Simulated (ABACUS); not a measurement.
Wanted: an ASE script for an ABACUS 3.10.1 run.

| Property | Result |
| --- | --- |
| Task | single point |
| Functional | r2SCAN |
| Potentials or basis | SG15 ONCV 1.2 PBE |
| Cutoff | 1361 eV |
| Density cutoff | 5442 eV |
| Basis | DZP LCAO (the cutoffs set its grid) |
| k mesh | 10 × 10 × 10 |
| Occupations | fermi-dirac, width 0.05 eV |
| Spin | no spin polarisation |
| Orbital files | Cu Cu_confined-atom_7au_3s2p2d1f.orb |
| Radial cutoff of the potentials (pseudo_rcut) | 10 bohr |
| SCF threshold on the density | 1e-07 |
| Max SCF steps | 100 |
| Eigensolver | genelpa |
| Mixing | broyden |
| Mixing share | 0.7 |
| Symmetry key | 1 |

The structure of Cu lies in Cu.cif:

```cif
data_Cu
_cell_length_a 3.61500000
_cell_length_b 3.61500000
_cell_length_c 3.61500000
_cell_angle_alpha 90.00000000
_cell_angle_beta 90.00000000
_cell_angle_gamma 90.00000000
_space_group_name_H-M_alt 'Fm-3m'
_space_group_name_Hall '-F 4 2 3'
_space_group_IT_number 225
loop_
_space_group_symop_operation_xyz
'x,y,z'
'-x,-y,-z'
'-y,x,z'
'y,-x,-z'
'-x,-y,z'
'x,y,-z'
'y,-x,z'
'-y,x,-z'
'x,-y,-z'
'-x,y,z'
'-y,-x,-z'
'y,x,z'
'-x,y,-z'
'x,-y,z'
'y,x,-z'
'-y,-x,z'
'z,x,y'
'-z,-x,-y'
'z,-y,x'
'-z,y,-x'
'z,-x,-y'
'-z,x,y'
'z,y,-x'
'-z,-y,x'
'-z,x,-y'
'z,-x,y'
'-z,-y,-x'
'z,y,x'
'-z,-x,y'
'z,x,-y'
'-z,y,x'
'z,-y,-x'
'y,z,x'
'-y,-z,-x'
'x,z,-y'
'-x,-z,y'
'-y,z,-x'
'y,-z,x'
'-x,z,y'
'x,-z,-y'
'-y,-z,x'
'y,z,-x'
'-x,-z,-y'
'x,z,y'
'y,-z,-x'
'-y,z,x'
'x,-z,y'
'-x,z,-y'
'x,y+1/2,z+1/2'
'-x,-y+1/2,-z+1/2'
'-y,x+1/2,z+1/2'
'y,-x+1/2,-z+1/2'
'-x,-y+1/2,z+1/2'
'x,y+1/2,-z+1/2'
'y,-x+1/2,z+1/2'
'-y,x+1/2,-z+1/2'
'x,-y+1/2,-z+1/2'
'-x,y+1/2,z+1/2'
'-y,-x+1/2,-z+1/2'
'y,x+1/2,z+1/2'
'-x,y+1/2,-z+1/2'
'x,-y+1/2,z+1/2'
'y,x+1/2,-z+1/2'
'-y,-x+1/2,z+1/2'
'z,x+1/2,y+1/2'
'-z,-x+1/2,-y+1/2'
'z,-y+1/2,x+1/2'
'-z,y+1/2,-x+1/2'
'z,-x+1/2,-y+1/2'
'-z,x+1/2,y+1/2'
'z,y+1/2,-x+1/2'
'-z,-y+1/2,x+1/2'
'-z,x+1/2,-y+1/2'
'z,-x+1/2,y+1/2'
'-z,-y+1/2,-x+1/2'
'z,y+1/2,x+1/2'
'-z,-x+1/2,y+1/2'
'z,x+1/2,-y+1/2'
'-z,y+1/2,x+1/2'
'z,-y+1/2,-x+1/2'
'y,z+1/2,x+1/2'
'-y,-z+1/2,-x+1/2'
'x,z+1/2,-y+1/2'
'-x,-z+1/2,y+1/2'
'-y,z+1/2,-x+1/2'
'y,-z+1/2,x+1/2'
'-x,z+1/2,y+1/2'
'x,-z+1/2,-y+1/2'
'-y,-z+1/2,x+1/2'
'y,z+1/2,-x+1/2'
'-x,-z+1/2,-y+1/2'
'x,z+1/2,y+1/2'
'y,-z+1/2,-x+1/2'
'-y,z+1/2,x+1/2'
'x,-z+1/2,y+1/2'
'-x,z+1/2,-y+1/2'
'x+1/2,y,z+1/2'
'-x+1/2,-y,-z+1/2'
'-y+1/2,x,z+1/2'
'y+1/2,-x,-z+1/2'
'-x+1/2,-y,z+1/2'
'x+1/2,y,-z+1/2'
'y+1/2,-x,z+1/2'
'-y+1/2,x,-z+1/2'
'x+1/2,-y,-z+1/2'
'-x+1/2,y,z+1/2'
'-y+1/2,-x,-z+1/2'
'y+1/2,x,z+1/2'
'-x+1/2,y,-z+1/2'
'x+1/2,-y,z+1/2'
'y+1/2,x,-z+1/2'
'-y+1/2,-x,z+1/2'
'z+1/2,x,y+1/2'
'-z+1/2,-x,-y+1/2'
'z+1/2,-y,x+1/2'
'-z+1/2,y,-x+1/2'
'z+1/2,-x,-y+1/2'
'-z+1/2,x,y+1/2'
'z+1/2,y,-x+1/2'
'-z+1/2,-y,x+1/2'
'-z+1/2,x,-y+1/2'
'z+1/2,-x,y+1/2'
'-z+1/2,-y,-x+1/2'
'z+1/2,y,x+1/2'
'-z+1/2,-x,y+1/2'
'z+1/2,x,-y+1/2'
'-z+1/2,y,x+1/2'
'z+1/2,-y,-x+1/2'
'y+1/2,z,x+1/2'
'-y+1/2,-z,-x+1/2'
'x+1/2,z,-y+1/2'
'-x+1/2,-z,y+1/2'
'-y+1/2,z,-x+1/2'
'y+1/2,-z,x+1/2'
'-x+1/2,z,y+1/2'
'x+1/2,-z,-y+1/2'
'-y+1/2,-z,x+1/2'
'y+1/2,z,-x+1/2'
'-x+1/2,-z,-y+1/2'
'x+1/2,z,y+1/2'
'y+1/2,-z,-x+1/2'
'-y+1/2,z,x+1/2'
'x+1/2,-z,y+1/2'
'-x+1/2,z,-y+1/2'
'x+1/2,y+1/2,z'
'-x+1/2,-y+1/2,-z'
'-y+1/2,x+1/2,z'
'y+1/2,-x+1/2,-z'
'-x+1/2,-y+1/2,z'
'x+1/2,y+1/2,-z'
'y+1/2,-x+1/2,z'
'-y+1/2,x+1/2,-z'
'x+1/2,-y+1/2,-z'
'-x+1/2,y+1/2,z'
'-y+1/2,-x+1/2,-z'
'y+1/2,x+1/2,z'
'-x+1/2,y+1/2,-z'
'x+1/2,-y+1/2,z'
'y+1/2,x+1/2,-z'
'-y+1/2,-x+1/2,z'
'z+1/2,x+1/2,y'
'-z+1/2,-x+1/2,-y'
'z+1/2,-y+1/2,x'
'-z+1/2,y+1/2,-x'
'z+1/2,-x+1/2,-y'
'-z+1/2,x+1/2,y'
'z+1/2,y+1/2,-x'
'-z+1/2,-y+1/2,x'
'-z+1/2,x+1/2,-y'
'z+1/2,-x+1/2,y'
'-z+1/2,-y+1/2,-x'
'z+1/2,y+1/2,x'
'-z+1/2,-x+1/2,y'
'z+1/2,x+1/2,-y'
'-z+1/2,y+1/2,x'
'z+1/2,-y+1/2,-x'
'y+1/2,z+1/2,x'
'-y+1/2,-z+1/2,-x'
'x+1/2,z+1/2,-y'
'-x+1/2,-z+1/2,y'
'-y+1/2,z+1/2,-x'
'y+1/2,-z+1/2,x'
'-x+1/2,z+1/2,y'
'x+1/2,-z+1/2,-y'
'-y+1/2,-z+1/2,x'
'y+1/2,z+1/2,-x'
'-x+1/2,-z+1/2,-y'
'x+1/2,z+1/2,y'
'y+1/2,-z+1/2,-x'
'-y+1/2,z+1/2,x'
'x+1/2,-z+1/2,y'
'-x+1/2,z+1/2,-y'
loop_
_atom_site_label
_atom_site_type_symbol
_atom_site_symmetry_multiplicity
_atom_site_Wyckoff_symbol
_atom_site_fract_x
_atom_site_fract_y
_atom_site_fract_z
_atom_site_occupancy
Cu1 Cu 4 a 0.0000000000 0.0000000000 0.0000000000 1
```

One way to write it, as run:

run_abacus.py

```python
"""ABACUS run from a structure file: ASE reads it, the script writes STRU, KPT and INPUT."""
import re
import subprocess
import spglib
from ase import Atoms
from ase.io import read
from ase.units import Bohr

atoms = read("Cu.cif")
cell, frac, numbers = spglib.standardize_cell((atoms.cell[:], atoms.get_scaled_positions(), atoms.numbers), to_primitive=True, symprec=1e-4)
atoms = Atoms(numbers=numbers, cell=cell, scaled_positions=frac, pbc=True)  # the primitive cell
atoms = atoms[(-atoms.numbers).argsort(kind="stable")]  # ABACUS lists atoms element by element
pseudo = {'Cu': 'Cu_ONCV_PBE-1.2.upf'}
orbital = {'Cu': 'Cu_confined-atom_7au_3s2p2d1f.orb'}
magmoms = None
kmesh = [10, 10, 10]
params = {
    'suffix': 'Cu',
    'calculation': 'scf',
    'basis_type': 'lcao',
    'pseudo_dir': './',
    'orbital_dir': './',
    'symmetry': 1,
    'dft_functional': 'MGGA_X_R2SCAN+MGGA_C_R2SCAN',
    'ecutwfc': 100,
    'pseudo_rcut': 10,
    'nspin': 1,
    'nbands': 20,
    'ks_solver': 'genelpa',
    'smearing_method': 'fd',
    'smearing_sigma': 0.00367493,
    'scf_thr': 1e-07,
    'scf_nmax': 100,
    'mixing_type': 'broyden',
    'mixing_beta': 0.7,
    'cal_force': 1,
    'cal_stress': 1,
    'mixing_tau': 1,
    'out_mul': 1,
    'out_chg': 1,
    'out_pot': 2,
    'out_elf': 1,
}

symbols = atoms.get_chemical_symbols()
elements = list(dict.fromkeys(symbols))
lines = ["ATOMIC_SPECIES"] + [f"{e} {atoms.get_masses()[symbols.index(e)]:.4f} {pseudo[e]}" for e in elements]
if orbital:
    lines += ["", "NUMERICAL_ORBITAL"] + [orbital[e] for e in elements]
lines += ["", "LATTICE_CONSTANT", f"{1 / Bohr:.10f}", "", "LATTICE_VECTORS"]
lines += [" ".join(f"{x:.10f}" for x in v) for v in atoms.cell]
lines += ["", "ATOMIC_POSITIONS", "Direct"]
for e in elements:
    lines += ["", e, "0.0", str(symbols.count(e))]
    for i, p in enumerate(atoms.get_scaled_positions(wrap=False)):
        if symbols[i] == e:
            mag = "" if magmoms is None else " mag " + " ".join(str(x) for x in (magmoms[i] if isinstance(magmoms[i], list) else [magmoms[i]]))
            lines.append(" ".join(f"{x:.10f}" for x in p) + " 1 1 1" + mag)
open("STRU", "w").write("\n".join(lines) + "\n")
open("KPT", "w").write("K_POINTS\n0\nGamma\n%d %d %d 0 0 0\n" % tuple(kmesh))
open("INPUT", "w").write("INPUT_PARAMETERS\n" + "".join(f"{k:<20s}{v}\n" for k, v in params.items()))

done = subprocess.run(['mpirun', '-np', '4', 'abacus'])
if done.returncode:
    raise SystemExit(done.returncode)
log = open("OUT.Cu/running_scf.log").read()
print("final energy (eV):", re.findall(r"FINAL_ETOT_IS (\S+)", log))
```

Potentials or basis: SG15 ONCV 1.2 PBE, DZP LCAO (the cutoffs set its grid).

Launch:

```sh
$ OMP_NUM_THREADS=1 python run_abacus.py > log
```

Results of the run:

| Quantity | Value |
| --- | --- |
| Pressure | -4.4 GPa |
| Band gap on the k mesh | none (metal or under the smearing width) |

Caveat: the atomic orbitals were generated for these runs and aren't a published set; the potentials were made for another functional, which shifts forces and pressure; the basis of atomic orbitals isn't converged, which shifts pressures, moduli and gaps.

Wall time 27 s on 4 MPI ranks on AMD EPYC 7R13 Processor (Zen 3), with other jobs on the host, peak memory 0.4 GiB a rank.
